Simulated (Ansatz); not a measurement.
# Ca: stress in a strained cell

Ca is deformed so: x and y strained by +3 %, z held. What stress and forces result, by LAPW, PAW and all-electron datasets made for the crystal?

Method: DFT PBE, scalar-relativistic, in Ansatz 0.2.0.

### 1 The starting structure

It takes space group Fm-3m (No. 225, cubic). Conventional cell: a = 5.588 Å, b = 5.588 Å, c = 5.588 Å, α = 90.00°, β = 90.00°, γ = 90.00°. Around Ca (site symmetry m-3m) lie 12 Ca at 3.95 Å.

As a file:

```
CELL_PARAMETERS angstrom
0.00000 2.79420 2.79420
2.79420 0.00000 2.79420
2.79420 2.79420 0.00000
ATOMIC_POSITIONS crystal
Ca 0.00000 0.00000 0.00000
```

### 2 After the deformation

Space group Fm-3m before, I4/mmm after.

### 3 Full-potential LAPW

input.yaml reads:

```yaml
crystal:
  lattice:
    - [0.0, 2.878026, 2.7942]
    - [2.878026, 0.0, 2.7942]
    - [2.878026, 2.878026, 0.0]
  atoms:
    - { symbol: Ca, position: [0.0, 0.0, 0.0] }
kpoints:
  mp_grid: { grid: [11, 11, 11] }
scf:
  occupations: { method: fermi_dirac, width: 0.05 }
hamiltonian:
  xc: pbe
  pseudopotentials: { kind: all_electron, lapw: { basis_error: 0.001 } }
output:
  forces: true
  stress: true
  eigenvalues: true
```

### 4 PAW on the default files

Edit input.yaml of step 3 so:

```diff
@@ -13,3 +13,3 @@
   xc: pbe
-  pseudopotentials: { kind: all_electron, lapw: { basis_error: 0.001 } }
+  pseudopotentials: { kind: paw }
 output:
@@ -18 +18,2 @@
   eigenvalues: true
+  efg: { contact_densities: true }
```

### 5 Datasets made for this crystal

Edit input.yaml of step 4 so:

```diff
@@ -13,3 +13,3 @@
   xc: pbe
-  pseudopotentials: { kind: paw }
+  pseudopotentials: { kind: all_electron, datasets: crystal }
 output:
```

(Steps that only read results are left out.)

Before running it: what results should come out? Wanted: pressure; largest shear or deviatoric stress.

As calculated:

| quantity | value |
| --- | --- |
| pressure | LAPW -1.38, PAW -1.38, crystal datasets -1.38 GPa |
| largest shear or deviatoric stress (LAPW) | 0.11 GPa |

In words: The largest part of the stress beyond the pressure is 0.11 GPa in size, in the zz component. No run of the undeformed cell stands beside it, so the pressure holds what the given cell had before the change. PAW: stress within 0.01 GPa of LAPW. Crystal datasets: stress within 0.01 GPa of LAPW.
